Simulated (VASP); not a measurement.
# Si (Fd-3m) in VASP: further runs

One crystal, Si, is run at these levels: LDA; tasks: single point.

Program: VASP 6.6.1. These are calculated values, not measurements. Logs are shortened: lines on timing, memory, paths and dates and some standing lists are left out, and cuts for length are marked.

## (1) The undisturbed crystal

It takes space group Fd-3m (No. 227, cubic). Conventional cell: a = 5.444 Å, b = 5.444 Å, c = 5.444 Å, α = 90.00°, β = 90.00°, γ = 90.00°. Around Si (site symmetry -43m) lie 4 Si at 2.36 Å.

## (2) Single point, LDA (grid = ENCUT=350 dk=0.45 cell=3x3x2 ISMEAR=0 SIGMA=0.05 LREAL=Auto EDIFF=1e-06)

Contents of INCAR:

```
SYSTEM = Si35Ge
PREC = Accurate ; ENCUT = 350
EDIFF = 1E-6 ; ISMEAR = 0
SIGMA = 0.05 ; LREAL = Auto
LASPH = .True. ; NELM = 120
ALGO = Fast ; ISIF = 2
LWAVE = .False. ; LCHARG = .False.
NBANDS = 89 ; NCORE = 1
KPAR = 2
```

Contents of KPOINTS:

```
regular mesh
0
Gamma
  2 2 3
  0 0 0
```

Contents of POSCAR:

```
Si35Ge
1.0
    0.0000000000      8.1655535595      8.1655535595
    8.1655535595      0.0000000000      8.1655535595
    5.4437023730      5.4437023730      0.0000000000
Ge Si
1 35
Direct
    0.1666666667      0.1666666667      0.2500000000
    0.1666666667      0.1666666667      0.7500000000
    0.1666666667      0.5000000000      0.2500000000
    0.1666666667      0.5000000000      0.7500000000
    0.1666666667      0.8333333333      0.2500000000
    0.1666666667      0.8333333333      0.7500000000
    0.5000000000      0.1666666667      0.2500000000
    0.5000000000      0.1666666667      0.7500000000
    0.5000000000      0.5000000000      0.2500000000
    0.5000000000      0.5000000000      0.7500000000
    0.5000000000      0.8333333333      0.2500000000
    0.5000000000      0.8333333333      0.7500000000
    0.8333333333      0.1666666667      0.2500000000
    0.8333333333      0.1666666667      0.7500000000
    0.8333333333      0.5000000000      0.2500000000
    0.8333333333      0.5000000000      0.7500000000
    0.8333333333      0.8333333333      0.2500000000
    0.8333333333      0.8333333333      0.7500000000
    0.2500000000      0.2500000000      0.3750000000
    0.2500000000      0.2500000000      0.8750000000
    0.2500000000      0.5833333333      0.3750000000
    0.2500000000      0.5833333333      0.8750000000
    0.2500000000      0.9166666667      0.3750000000
    0.2500000000      0.9166666667      0.8750000000
    0.5833333333      0.2500000000      0.3750000000
    0.5833333333      0.2500000000      0.8750000000
    0.5833333333      0.5833333333      0.3750000000
    0.5833333333      0.5833333333      0.8750000000
    0.5833333333      0.9166666667      0.3750000000
    0.5833333333      0.9166666667      0.8750000000
    0.9166666667      0.2500000000      0.3750000000
    0.9166666667      0.2500000000      0.8750000000
    0.9166666667      0.5833333333      0.3750000000
    0.9166666667      0.5833333333      0.8750000000
    0.9166666667      0.9166666667      0.3750000000
    0.9166666667      0.9166666667      0.8750000000
```

Potentials or basis: VASP PAW LDA potentials, release 64 (Ge_d, Si).

Command:

```bash
cat potpaw_LDA.64/Ge_d/POTCAR potpaw_LDA.64/Si/POTCAR > POTCAR
mpirun -np 4 vasp_std > vasp.out
```

OUTCAR:

```text
SYSTEM = Si35Ge
   PREC = Accurate
   ENCUT = 350
   EDIFF = 1E-6
   ISMEAR = 0
   LREAL = Auto
   LASPH = .True.
   NELM = 120
   ISIF = 2

 Found      6 irreducible k-points:

 Following reciprocal coordinates:
            Coordinates               Weight
  0.000000  0.000000  0.000000      1.000000
  0.500000  0.000000  0.000000      2.000000
  0.500000  0.500000  0.000000      1.000000
  0.000000  0.000000  0.333333      2.000000
  0.500000  0.000000  0.333333      4.000000
  0.500000  0.500000  0.333333      2.000000
   k-points           NKPTS =      6   k-points in BZ     NKDIM =      6   number of bands    NBANDS=     90
   number of dos      NEDOS =    301   number of ions     NIONS =     36
   total plane-waves  NPLWV = 235200
   dimension x,y,z NGX =    70 NGY =   70 NGZ =   48
   dimension x,y,z NGXF=   140 NGYF=  140 NGZF=   96
   ions per type =               1  35
   NGX,Y,Z   is equivalent  to a cutoff of  10.08, 10.08, 10.37 a.u.
   NGXF,Y,Z  is equivalent  to a cutoff of  20.15, 20.15, 20.73 a.u.
 SYSTEM =  Si35Ge
   PREC   = accura    normal or accurate (medium, high low for compatibility)
   ISTART =      0    job   : 0-new  1-cont  2-samecut
   ICHARG =      2    charge: 1-file 2-atom 10-const
   ISPIN  =      1    spin polarized calculation?
   LNONCOLLINEAR =      F non collinear calculations
   LSORBIT =      F    spin-orbit coupling
   LASPH  =      T    aspherical Exc in radial PAW
   ENCUT  =  350.0 eV  25.72 Ry    5.07 a.u.  17.62 17.62 11.74*2*pi/ulx,y,z
   NELM   =    120;   NELMIN=  2; NELMDL= -5     # of ELM steps
   EDIFF  = 0.1E-05   stopping-criterion for ELM
   LREAL  =      T    real-space projection
   EDIFFG = 0.1E-04   stopping-criterion for IOM
   NSW    =      0    number of steps for IOM
   IBRION =     -1    ionic relax: 0-MD 1-quasi-New 2-CG
   NFREE  =      0    steps in history (QN), initial steepest desc. (CG)
   ISIF   =      2    stress and relaxation
   ISYM   =      2    0-nonsym 1-usesym 2-fastsym
   POTIM  = 0.5000    time-step for ionic-motion
   TEBEG  =    0.0;   TEEND  =   0.0 temperature during run
   PSTRESS=    0.0 pullay stress
   NELECT =     154.0000    total number of electrons
   NUPDOWN=      -1.0000    fix difference up-down
   EMIN   =  10.00;   EMAX   =-10.00  energy-range for DOS
   EFERMI =   0.00;   METHOD = LEGACY
   ISMEAR =     0;   SIGMA  =   0.05  broadening in eV -4-tet -1-fermi 0-gaus
   EFERMI_NEDOS =   21; number of points for ismear=-14 and -15
   IALGO  =     68    algorithm
   IMIX   =      4    mixing-type and parameters
     AMIX     =   0.40;   BMIX     =  1.00
     AMIX_MAG =   1.60;   BMIX_MAG =  1.00
  volume/ion in A,a.u.               =      20.16       136.08
  Fermi-wavevector in a.u.,A,eV,Ry     =   0.976375  1.845081 12.970537  0.953308
  Thomas-Fermi vector in A             =   2.106988
   LORBIT       =      0    0 simple, 1 ext, 2 COOP (PROOUT), +10 PAW based schemes
   GGA     = CA    functional components
   LHFCALC =     F    Hartree Fock is set to
   AEXX    =    0.0000 exact exchange contribution
   IVDW    =     0    specifies the selected vdW correction
   LEPSILON=     F    determine dielectric tensor
   LRPA    =     F    only Hartree local field effects (RPA)
 non-spin polarized calculation
 RMM-DIIS sequential band-by-band and
 Gauss-broadening in eV      SIGMA  =   0.05
  energy-cutoff  :      350.00
  volume of cell :      725.93
 maximum number of plane-waves:     10855
   NGX = 35   NGY = 35   NGZ = 23

 number of electron     154.0000011 magnetization

 Free energy of the ion-electron system (eV)
  ---------------------------------------------------
  ext. energy  EPLUGINS =         0.00000000
  ---------------------------------------------------
  free energy    TOTEN  =      -213.16534145 eV

  energy without entropy =     -213.16534145  energy(sigma->0) =     -213.16534145

 E-fermi :   5.9468     XC(G=0):  -9.6111

 val. band max:        5.7114596592   @ k =   0.0000   0.0000   0.0000
 cond. band min:       6.3096364900   @ k =   0.5000   0.5000   0.0000
 fundamental gap:      0.5981768308
 Fermi energy:         5.9468401631

 k-point     1 :       0.0000    0.0000    0.0000
  band No.  band energies     occupation
      1     -18.5804      2.00000
      2     -18.5804      2.00000
      3     -18.5803      2.00000
      4     -18.5508      2.00000
      5     -18.5508      2.00000
      6      -6.2664      2.00000
[... 81 lines left out ...]
     88       7.3262      0.00000
     89       7.3336      0.00000

 k-point     2 :       0.5000    0.0000    0.0000
  band No.  band energies     occupation
      1     -18.5804      2.00000
      2     -18.5804      2.00000
      3     -18.5803      2.00000
      4     -18.5508      2.00000
      5     -18.5508      2.00000
      6      -5.9579      2.00000
[... 81 lines left out ...]
     88       7.6871      0.00000
     89       7.9471      0.00000

 k-point     3 :       0.5000    0.5000    0.0000
  band No.  band energies     occupation
      1     -18.5804      2.00000
      2     -18.5804      2.00000
      3     -18.5803      2.00000
      4     -18.5508      2.00000
      5     -18.5508      2.00000
      6      -5.8445      2.00000
[... 81 lines left out ...]
     88       7.6490      0.00000
     89       7.6505      0.00000

 k-point     4 :       0.0000    0.0000    0.3333
  band No.  band energies     occupation
      1     -18.5804      2.00000
      2     -18.5804      2.00000
      3     -18.5803      2.00000
      4     -18.5508      2.00000
      5     -18.5508      2.00000
      6      -5.9129      2.00000
[... 81 lines left out ...]
     88       7.5822      0.00000
     89       7.5903      0.00000

 k-point     5 :       0.5000    0.0000    0.3333
  band No.  band energies     occupation
      1     -18.5804      2.00000
      2     -18.5804      2.00000
      3     -18.5803      2.00000
      4     -18.5508      2.00000
      5     -18.5508      2.00000
      6      -5.7973      2.00000
[... 81 lines left out ...]
     88       8.3604      0.00000
     89       8.3857      0.00000

 k-point     6 :       0.5000    0.5000    0.3333
  band No.  band energies     occupation
      1     -18.5804      2.00000
      2     -18.5804      2.00000
      3     -18.5803      2.00000
      4     -18.5508      2.00000
      5     -18.5508      2.00000
      6      -5.9136      2.00000
[... 81 lines left out ...]
     88       8.3761      0.00000
     89       8.3851      0.00000
 [bands above 89 left out]

------------------------ aborting loop because EDIFF is reached ----------------------------------------

  FORCE on cell =-STRESS in cart. coord.  units (eV):
  Direction    XX          YY          ZZ          XY          YZ          ZX
  --------------------------------------------------------------------------------------
  -------------------------------------------------------------------------------------
  Total       -8.1753081     -8.1753081     -8.1651623      0.0116786     -0.0226008     -0.0226008
  in kB      -18.0434293    -18.0434293    -18.0210368      0.0257755     -0.0498815     -0.0498814
  external PRESSURE =     -18.0359651 kB  Pullay stress =       0.0000000 kB

 VOLUME and BASIS-vectors are now :
 -----------------------------------------------------------------------------
  energy-cutoff  :      350.00
  volume of cell :      725.93
      direct lattice vectors                 reciprocal lattice vectors
     0.000000000  8.165553559  8.165553559    -0.061232836  0.061232836  0.061232836
     8.165553559  0.000000000  8.165553559     0.061232836 -0.061232836  0.061232836
     5.443702373  5.443702373  0.000000000     0.091849254  0.091849254 -0.091849254

 POSITION                                       TOTAL-FORCE (eV/Angst)
 -----------------------------------------------------------------------------------
      2.72185      2.72185      2.72185        -0.000090     -0.000090      0.001515
      5.44370      5.44370      2.72185        -0.001615     -0.001615      0.021617
      5.44370      2.72185      5.44370        -0.003100      0.012852     -0.003933
      8.16555      5.44370      5.44370        -0.009855      0.002099     -0.001493
      8.16555      2.72185      8.16555         0.001026      0.011541      0.001871
     10.88740      5.44370      8.16555        -0.010318     -0.001603      0.000979
[... 28 lines left out ...]
      9.52648      9.52648     14.97018        -0.000625     -0.000625     -0.001297
     12.24833     12.24833     14.97018        -0.000804     -0.000804     -0.000771
 -----------------------------------------------------------------------------------
    total drift:                               -0.001054     -0.001054     -0.002019

  FREE ENERGIE OF THE ION-ELECTRON SYSTEM (eV)
  ---------------------------------------------------
  free  energy   TOTEN  =      -213.1653414496 eV

  energy  without entropy=     -213.1653414496  energy(sigma->0) =     -213.16534145
```

Run time: 2.7 min. Hardware: 4 MPI ranks of Intel Xeon Platinum 8175M at 2.50GHz (Skylake/Cascade Lake), shared host; peak memory 0.34 GiB.

The run converged, but some of its settings lie outside the range that counts as converged, so its numbers aren't taken as properties of the crystal.

What came out:

```yaml
Free_energy: -213.1653 eV
Largest_force: 0.391 eV/Å
Band_gap_on_the_k_mesh: 0.60 eV, indirect (least direct gap 0.61 eV)
```

Caveat: the cutoff is under 1.25 times the usual one of these potentials, so pressure, stress and relaxed cells hold a basis-set (Pulay) error.

## (3) Single point, LDA (grid = ENCUT=350 dk=0.45 cell=3x3x2 ISMEAR=0 SIGMA=0.2 LREAL=Auto EDIFF=1e-06)

Edit INCAR of step 2 so:

```diff
@@ -3,3 +3,3 @@
 EDIFF = 1E-6 ; ISMEAR = 0
-SIGMA = 0.05 ; LREAL = Auto
+SIGMA = 0.2 ; LREAL = Auto
 LASPH = .True. ; NELM = 120
```

KPOINTS is that of step 2.

POSCAR is that of step 2.

Potentials or basis: VASP PAW LDA potentials, release 64 (Ge_d, Si).

Command:

```bash
cat potpaw_LDA.64/Ge_d/POTCAR potpaw_LDA.64/Si/POTCAR > POTCAR
mpirun -np 4 vasp_std > vasp.out
```

Wall time 2.5 min (4 MPI ranks of Intel Xeon Platinum 8175M at 2.50GHz (Skylake/Cascade Lake), shared host); peak memory 0.33 GiB.

These settings aren't checked as converged: the numbers below hold their error.

What came out:

```
Free energy            : -213.1668 eV
Largest force          : 0.391 eV/Å
Band gap on the k mesh : 0.60 eV, indirect (least direct gap 0.61 eV)
```

Caveat: the cutoff is under 1.25 times the usual one of these potentials, so pressure, stress and relaxed cells hold a basis-set (Pulay) error.

## (4) The reference run

An earlier run on the cell as given: functional PBE; potentials or basis VASP PAW PBE potentials, release 64 (Si); cutoff 520 eV; k mesh 8 × 8 × 8; occupations fermi-dirac, width 0.05 eV; no spin polarisation.

* Pressure: 1.3 GPa
* Band gap on the k mesh: 0.63 eV, indirect (least direct gap 2.56 eV)
